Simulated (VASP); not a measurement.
# TaSi2 (P6_422) in VASP: further runs

One crystal, TaSi2, is run at these levels: PBE; tasks: atomic charges, electron localisation function.

Program: VASP 6.6.1. These are calculated values, not measurements. Logs are shortened: lines on timing, memory, paths and dates and some standing lists are left out, and cuts for length are marked.

## (1) Starting point

It takes space group P6_422 (No. 181, hexagonal). The conventional cell has a = 4.784 Å, b = 4.784 Å, c = 6.570 Å, α = 90.00°, β = 90.00°, γ = 120.00°. Ta (site symmetry 222) has 10 Si at 2.61 to 2.83 Å as nearest neighbours. Si (site symmetry 2) has 5 Si at 2.56 to 2.83 Å and 5 Ta at 2.61 to 2.83 Å as nearest neighbours.

## (2) Atomic charges, PBE

Contents of INCAR:

```
SYSTEM = TaSi2
ALGO = Fast
EDIFF = 1E-6
ENCUT = 520
GGA = PE
ISIF = 2
ISMEAR = 0
LASPH = .True.
LCHARG = .True.
LELF = .True.
LORBIT = 10
LREAL = .False.
LVHAR = .True.
LWAVE = .False.
NELM = 100
PREC = Accurate
SIGMA = 0.02
```

Contents of KPOINTS:

```
k-points
0
Gamma
  5 5 3
  0 0 0
```

Contents of POSCAR:

```
TaSi2
1.0
    4.7839000000      0.0000000000      0.0000000000
   -2.3919500000      4.1429789292      0.0000000000
    0.0000000000      0.0000000000      6.5700000000
Ta Si
3 6
Direct
    0.0000000000      0.5000000000      0.3333333333
    0.5000000000      0.5000000000      0.6666666667
    0.5000000000      0.0000000000      0.0000000000
    0.3179400000      0.1589700000      0.3333333333
    0.1589700000      0.8410300000      0.6666666667
    0.8410300000      0.6820600000      0.0000000000
    0.6820600000      0.8410300000      0.3333333333
    0.8410300000      0.1589700000      0.6666666667
    0.1589700000      0.3179400000      0.0000000000
```

Potentials or basis: VASP PAW PBE potentials, release 64 (Ta_pv, Si).

The run is started by

```
$ cat potpaw_PBE.64/Ta_pv/POTCAR potpaw_PBE.64/Si/POTCAR > POTCAR
$ mpirun -np 1 vasp_std > vasp.out
```

OUTCAR:

```text
SYSTEM = TaSi2
   EDIFF = 1E-6
   ENCUT = 520
   GGA = PE
   ISIF = 2
   ISMEAR = 0
   LASPH = .True.
   LORBIT = 10
   LREAL = .False.
   NELM = 100
   PREC = Accurate

 ion  position               nearest neighbor table
   1  0.000  0.500  0.333-   6 2.61   9 2.61   8 2.61   5 2.61   4 2.73   7 2.73   4 2.73   7 2.73
                             7 2.83   4 2.83   3 3.24   3 3.24   2 3.24   2 3.24
   2  0.500  0.500  0.667-   6 2.61   9 2.61   7 2.61   4 2.61   5 2.73   8 2.73   5 2.73   8 2.73
                             8 2.83   5 2.83   3 3.24   3 3.24   1 3.24   1 3.24
   3  0.500  0.000  0.000-   4 2.61   7 2.61   5 2.61   8 2.61   9 2.73   6 2.73   9 2.73   6 2.73
                             9 2.83   6 2.83   2 3.24   1 3.24   2 3.24   1 3.24
   4  0.318  0.159  0.333-   9 2.56   5 2.56   3 2.61   2 2.61   7 2.63   1 2.73   1 2.73   1 2.83
                             7 2.83   7 2.83
   5  0.159  0.841  0.667-   6 2.56   4 2.56   3 2.61   1 2.61   8 2.63   2 2.73   2 2.73   2 2.83
                             8 2.83   8 2.83
   6  0.841  0.682  0.000-   5 2.56   7 2.56   1 2.61   2 2.61   9 2.63   3 2.73   3 2.73   3 2.83
                             9 2.83   9 2.83
   7  0.682  0.841  0.333-   6 2.56   8 2.56   3 2.61   2 2.61   4 2.63   1 2.73   1 2.73   1 2.83
                             4 2.83   4 2.83
   8  0.841  0.159  0.667-   9 2.56   7 2.56   3 2.61   1 2.61   5 2.63   2 2.73   2 2.73   2 2.83
                             5 2.83   5 2.83
   9  0.159  0.318  0.000-   8 2.56   4 2.56   1 2.61   2 2.61   6 2.63   3 2.73   3 2.73   3 2.83
                             6 2.83   6 2.83

  LATTYP: Found a hexagonal cell.
 ALAT       =     4.7839000000
 C/A-ratio  =     1.3733564665

  Lattice vectors:

 A1 = (   4.7839000000,   0.0000000000,   0.0000000000)
 A2 = (  -2.3919500000,   4.1429789292,   0.0000000000)
 A3 = (   0.0000000000,   0.0000000000,   6.5700000000)

Analysis of symmetry for initial positions (statically):
=====================================================================
 Subroutine PRICEL returns:
 Original cell was already a primitive cell.

 Routine SETGRP: Setting up the symmetry group for a
 hexagonal supercell.

 Subroutine GETGRP returns: Found 12 space group operations
 (whereof  4 operations were pure point group operations)
 out of a pool of 24 trial point group operations.

The static configuration has the point symmetry D_2 .
 The point group associated with its full space group is D_6 .

Analysis of symmetry for dynamics (positions and initial velocities):
=====================================================================
 Subroutine PRICEL returns:
 Original cell was already a primitive cell.

 Routine SETGRP: Setting up the symmetry group for a
 hexagonal supercell.

 Subroutine GETGRP returns: Found 12 space group operations
 (whereof  4 operations were pure point group operations)
 out of a pool of 24 trial point group operations.

The dynamic configuration has the point symmetry D_2 .
 The point group associated with its full space group is D_6 .

 Subroutine INISYM returns: Found 12 space group operations
 (whereof  4 operations are pure point group operations),
 and found     1 'primitive' translations

----------------------------------------------------------------------------------------

                                     Primitive cell

  volume of cell :     130.2148

  direct lattice vectors                    reciprocal lattice vectors
     4.783900000  0.000000000  0.000000000     0.209034470  0.120686107  0.000000000
    -2.391950000  4.142978929  0.000000000     0.000000000  0.241372215  0.000000000
     0.000000000  0.000000000  6.570000000     0.000000000  0.000000000  0.152207002

  length of vectors
     4.783900000  4.783900000  6.570000000     0.241372215  0.241372215  0.152207002

  position of ions in fractional coordinates (direct lattice)
     0.000000000  0.500000000  0.333333333
     0.500000000  0.500000000  0.666666667
     0.500000000  0.000000000  0.000000000
     0.317940000  0.158970000  0.333333333
     0.158970000  0.841030000  0.666666667
     0.841030000  0.682060000  0.000000000
     0.682060000  0.841030000  0.333333333
     0.841030000  0.158970000  0.666666667
     0.158970000  0.317940000  0.000000000

  ion indices of the primitive-cell ions
   primitive index   ion index
                 1           1
                 2           2
                 3           3
                 4           4
                 5           5
                 6           6
                 7           7
                 8           8
                 9           9

----------------------------------------------------------------------------------------

 KPOINTS: k-points

Automatic generation of k-mesh.
 Grid dimensions read from file:
 generate k-points for:    5    5    3

 Generating k-lattice:

  Cartesian coordinates                     Fractional coordinates (reciprocal lattice)
     0.041806894  0.024137221  0.000000000     0.200000000  0.000000000  0.000000000
     0.000000000  0.048274443  0.000000000     0.000000000  0.200000000  0.000000000
     0.000000000  0.000000000  0.050735667     0.000000000  0.000000000  0.333333333

  Length of vectors
     0.048274443  0.048274443  0.050735667

  Shift w.r.t. Gamma in fractional coordinates (k-lattice)
     0.000000000  0.000000000  0.000000000

 Subroutine IBZKPT returns following result:
 ===========================================

 Found     10 irreducible k-points:

 Following reciprocal coordinates:
            Coordinates               Weight
  0.000000  0.000000  0.000000      1.000000
  0.200000  0.000000  0.000000      6.000000
  0.400000  0.000000  0.000000      6.000000
  0.200000  0.200000  0.000000      6.000000
  0.400000  0.200000  0.000000      6.000000
  0.000000  0.000000  0.333333      2.000000
  0.200000  0.000000  0.333333     12.000000
  0.400000  0.000000  0.333333     12.000000
  0.200000  0.200000  0.333333     12.000000
  0.400000  0.200000  0.333333     12.000000
   k-points           NKPTS =     10   k-points in BZ     NKDIM =     10   number of bands    NBANDS=     34
   number of dos      NEDOS =    301   number of ions     NIONS =      9
   total plane-waves  NPLWV =  64800
   dimension x,y,z NGX =    36 NGY =   36 NGZ =   50
   dimension x,y,z NGXF=    72 NGYF=   72 NGZF=  100
   ions per type =               3   6
   NGX,Y,Z   is equivalent  to a cutoff of  12.51, 12.51, 12.65 a.u.
   NGXF,Y,Z  is equivalent  to a cutoff of  25.02, 25.02, 25.30 a.u.
 SYSTEM =  TaSi2
   PREC   = accura    normal or accurate (medium, high low for compatibility)
   ISTART =      0    job   : 0-new  1-cont  2-samecut
   ICHARG =      2    charge: 1-file 2-atom 10-const
   ISPIN  =      1    spin polarized calculation?
   LNONCOLLINEAR =      F non collinear calculations
   LSORBIT =      F    spin-orbit coupling
   LASPH  =      T    aspherical Exc in radial PAW
   ENCUT  =  520.0 eV  38.22 Ry    6.18 a.u.   8.89  8.89 12.22*2*pi/ulx,y,z
   NELM   =    100;   NELMIN=  2; NELMDL= -5     # of ELM steps
   EDIFF  = 0.1E-05   stopping-criterion for ELM
   LREAL  =      F    real-space projection
   EDIFFG = 0.1E-04   stopping-criterion for IOM
   NSW    =      0    number of steps for IOM
   IBRION =     -1    ionic relax: 0-MD 1-quasi-New 2-CG
   NFREE  =      0    steps in history (QN), initial steepest desc. (CG)
   ISIF   =      2    stress and relaxation
   ISYM   =      2    0-nonsym 1-usesym 2-fastsym
   POTIM  = 0.5000    time-step for ionic-motion
   TEBEG  =    0.0;   TEEND  =   0.0 temperature during run
   PSTRESS=    0.0 pullay stress
   NELECT =      57.0000    total number of electrons
   NUPDOWN=      -1.0000    fix difference up-down
   EMIN   =  10.00;   EMAX   =-10.00  energy-range for DOS
   EFERMI =   0.00;   METHOD = LEGACY
   ISMEAR =     0;   SIGMA  =   0.02  broadening in eV -4-tet -1-fermi 0-gaus
   EFERMI_NEDOS =   21; number of points for ismear=-14 and -15
   IALGO  =     68    algorithm
   IMIX   =      4    mixing-type and parameters
     AMIX     =   0.40;   BMIX     =  1.00
     AMIX_MAG =   1.60;   BMIX_MAG =  1.00
  volume/ion in A,a.u.               =      14.47        97.64
  Fermi-wavevector in a.u.,A,eV,Ry     =   1.243025  2.348976 21.022500  1.545110
  Thomas-Fermi vector in A             =   2.377353
   LORBIT       =     10    0 simple, 1 ext, 2 COOP (PROOUT), +10 PAW based schemes
   GGA     = PE    functional components
   LHFCALC =     F    Hartree Fock is set to
   AEXX    =    0.0000 exact exchange contribution
   IVDW    =     0    specifies the selected vdW correction
   LEPSILON=     F    determine dielectric tensor
   LRPA    =     F    only Hartree local field effects (RPA)
 non-spin polarized calculation
 RMM-DIIS sequential band-by-band and
 Gauss-broadening in eV      SIGMA  =   0.02
  energy-cutoff  :      520.00
  volume of cell :      130.21
 maximum number of plane-waves:      3523
 NGX is ok and might be reduce to    36
   NGX = 17   NGY = 17   NGZ = 25

 number of electron      57.0000004 magnetization

 Free energy of the ion-electron system (eV)
  ---------------------------------------------------
  ext. energy  EPLUGINS =         0.00000000
  ---------------------------------------------------
  free energy    TOTEN  =       -72.19585489 eV

  energy without entropy =      -72.19492330  energy(sigma->0) =      -72.19538909

 E-fermi :   9.3572     XC(G=0): -12.0751

 val. band max:        9.3409794651   @ k =   0.4000   0.2000   0.3333
 cond. band min:       9.4432023205   @ k =   0.2000   0.0000   0.3333
 fundamental gap:      0.1022228554
 Fermi energy:         9.3572478620

 k-point     1 :       0.0000    0.0000    0.0000
  band No.  band energies     occupation
      1     -24.9976      2.00000
      2     -24.9976      2.00000
      3     -24.9922      2.00000
      4     -24.9120      2.00000
      5     -24.9120      2.00000
      6     -24.8358      2.00000
[... 26 lines left out ...]
     33      12.8146      0.00000
     34      12.9432      0.00000

 k-point     2 :       0.2000    0.0000    0.0000
  band No.  band energies     occupation
      1     -25.0278      2.00000
      2     -25.0037      2.00000
      3     -24.9653      2.00000
      4     -24.9192      2.00000
      5     -24.9072      2.00000
      6     -24.8341      2.00000
[... 26 lines left out ...]
     33      12.3285      0.00000
     34      12.5352      0.00000

 k-point     3 :       0.4000    0.0000    0.0000
  band No.  band energies     occupation
      1     -25.0470      2.00000
      2     -25.0127      2.00000
      3     -24.9534      2.00000
      4     -24.9290      2.00000
      5     -24.8973      2.00000
      6     -24.8402      2.00000
[... 26 lines left out ...]
     33      11.3965      0.00000
     34      11.7904      0.00000
[... 186 lines left out ...]
 k-point     9 :       0.2000    0.2000    0.3333
  band No.  band energies     occupation
      1     -25.0380      2.00000
      2     -25.0149      2.00000
      3     -24.9713      2.00000
      4     -24.9201      2.00000
      5     -24.8879      2.00000
      6     -24.8463      2.00000
[... 26 lines left out ...]
     33      11.6516      0.00000
     34      12.0495      0.00000

 k-point    10 :       0.4000    0.2000    0.3333
  band No.  band energies     occupation
      1     -25.0339      2.00000
      2     -25.0285      2.00000
      3     -24.9831      2.00000
      4     -24.9130      2.00000
      5     -24.8847      2.00000
      6     -24.8437      2.00000
[... 26 lines left out ...]
     33      11.8846      0.00000
     34      12.0094      0.00000

------------------------ aborting loop because EDIFF is reached ----------------------------------------

  FORCE on cell =-STRESS in cart. coord.  units (eV):
  Direction    XX          YY          ZZ          XY          YZ          ZX
  --------------------------------------------------------------------------------------
  -------------------------------------------------------------------------------------
  Total        2.6775209      2.6775209      1.1337675     -0.0000000      0.0000000      0.0000000
  in kB       32.9445257     32.9445257     13.9500067     -0.0000000      0.0000000      0.0000000
  external PRESSURE =      26.6130194 kB  Pullay stress =       0.0000000 kB

 VOLUME and BASIS-vectors are now :
 -----------------------------------------------------------------------------
  energy-cutoff  :      520.00
  volume of cell :      130.21
      direct lattice vectors                 reciprocal lattice vectors
     4.783900000  0.000000000  0.000000000     0.209034470  0.120686107  0.000000000
    -2.391950000  4.142978929  0.000000000     0.000000000  0.241372215  0.000000000
     0.000000000  0.000000000  6.570000000     0.000000000  0.000000000  0.152207002

 POSITION                                       TOTAL-FORCE (eV/Angst)
 -----------------------------------------------------------------------------------
     -1.19598      2.07149      2.19000        -0.000000      0.000000     -0.000000
      1.19598      2.07149      4.38000        -0.000000     -0.000000      0.000000
      2.39195      0.00000      0.00000        -0.000000     -0.000000      0.000000
      1.14074      0.65861      2.19000        -0.046599     -0.026904     -0.000000
     -1.25121      3.48437      4.38000        -0.046599      0.026904      0.000000
      2.39195      2.82576      0.00000        -0.000000      0.053808      0.000000
      1.25121      3.48437      2.19000         0.046599      0.026904      0.000000
      3.64316      0.65861      4.38000         0.046599     -0.026904      0.000000
     -0.00000      1.31722      0.00000        -0.000000     -0.053808      0.000000
 -----------------------------------------------------------------------------------
    total drift:                               -0.000000      0.000000      0.000000

  FREE ENERGIE OF THE ION-ELECTRON SYSTEM (eV)
  ---------------------------------------------------
  free  energy   TOTEN  =       -72.1958548857 eV

  energy  without entropy=      -72.1949232989  energy(sigma->0) =      -72.19538909

 total charge

# of ion       s       p       d       tot
------------------------------------------
    1        0.287   6.194   2.524   9.006
    2        0.287   6.194   2.524   9.006
    3        0.287   6.194   2.524   9.006
    4        0.752   0.884   0.000   1.636
    5        0.752   0.884   0.000   1.636
    6        0.752   0.884   0.000   1.636
    7        0.752   0.884   0.000   1.636
    8        0.752   0.884   0.000   1.636
    9        0.752   0.884   0.000   1.636
--------------------------------------------------
tot          5.373  23.888   7.573  36.835
```

Run time: 84 s. Hardware: 1 thread of Intel Xeon Platinum 8488C (Sapphire Rapids), shared host; peak memory 0.25 GiB.

What came out:

```yaml
Free_energy: -72.1959 eV
Pressure: 2.7 GPa
Largest_force: 0.054 eV/Å
Band_gap_on_the_k_mesh: none (metal or under the smearing width)
Valence_electrons_inside_the_program's_atomic_spheres: Ta 9.01; Si 1.64
```

Forces on the atoms (eV/Å):
```
Ta   0.000  0.000  0.000
Ta   0.000  0.000  0.000
Ta   0.000  0.000  0.000
Si  -0.047 -0.027  0.000
Si  -0.047  0.027  0.000
Si   0.000  0.054  0.000
Si   0.047  0.027  0.000
Si   0.047 -0.027  0.000
Si   0.000 -0.054  0.000
```

The run has no spin-orbit coupling, so splittings on Ta are missing.

## (3) Electron localisation function, PBE

Contents of INCAR:

```
PREC = Accurate ; ENCUT = 520
EDIFF = 1E-6 ; ISMEAR = 0
SIGMA = 0.02 ; LREAL = F
LASPH = T ; NELM = 60
ALGO = Normal ; ISIF = 2
LWAVE = F ; LCHARG = T
GGA = PE ; LELF = T
```

Contents of KPOINTS:

```
Automatic mesh
0
Gamma
  5 5 3
```

POSCAR is that of step 2.

Potentials or basis: VASP PAW PBE potentials, release 64 (Ta_pv, Si).

The run is started by

```
$ cat potpaw_PBE.64/Ta_pv/POTCAR potpaw_PBE.64/Si/POTCAR > POTCAR
$ mpirun -np 1 vasp_std > vasp.out
```

Run time: 49 s. Hardware: 1 thread of Intel Xeon Platinum 8488C (Sapphire Rapids), shared host; peak memory 0.25 GiB.

The run converged. Its results:

```yaml
Free_energy: -72.1959 eV
Pressure: 2.6 GPa
Largest_force: 0.054 eV/Å
Band_gap_on_the_k_mesh: none (metal or under the smearing width)
```

Forces in eV/Å, atoms in the order of the input:
```
Ta   0.000  0.000  0.000
Ta   0.000  0.000  0.000
Ta   0.000  0.000  0.000
Si  -0.047 -0.027  0.000
Si  -0.047  0.027  0.000
Si   0.000  0.054  0.000
Si   0.047  0.027  0.000
Si   0.047 -0.027  0.000
Si   0.000 -0.054  0.000
```

Stress tensor (GPa, compression positive):
```
3.28 0.00 0.00
0.00 3.28 0.00
0.00 0.00 1.38
```

Levels at points of the mesh, in eV from the Fermi level:
| k point | band 26 | band 27 | band 28 | band 29 | band 30 | band 31 | band 32 | band 33 |
| --- | --- | --- | --- | --- | --- | --- | --- | --- |
| (0.00, 0.00, 0.00) | -2.44 | -2.18 | -2.18 | -1.48 | 0.74 | 2.99 | 2.99 | 3.45 |

The run has no spin-orbit coupling, so splittings on Ta are missing.

## (4) For comparison

An earlier run on the cell as given: functional PBE; potentials or basis VASP PAW PBE potentials, release 64 (Ta_pv, Si); cutoff 520 eV; k mesh 7 × 7 × 4; occupations fermi-dirac, width 0.05 eV; no spin polarisation.

- Pressure: 2.6 GPa
- Largest force: 0.025 eV/Å
- Band gap on the k mesh: none (metal or under the smearing width)

## (5) The runs side by side

```csv
task,k mesh,smearing,gap on the mesh (eV),pressure (GPa),largest force (eV/Å)
atomic charges,5 × 5 × 3,gaussian 0.02 eV,none,2.7,0.05
electron localisation function,5 × 5 × 3,gaussian 0.02 eV,none,2.6,0.05
single point,7 × 7 × 4,fermi-dirac 0.05 eV,none,2.6,0.03
```

Alike in all rows: level PBE; potentials or basis VASP PAW PBE potentials, release 64 (Ta_pv, Si); no spin polarisation; cell as given; cutoff (eV) 520.

Every run on the cell as given and a fine mesh finds a metal.

Absolute energies hang on the potentials; compare differences alone.
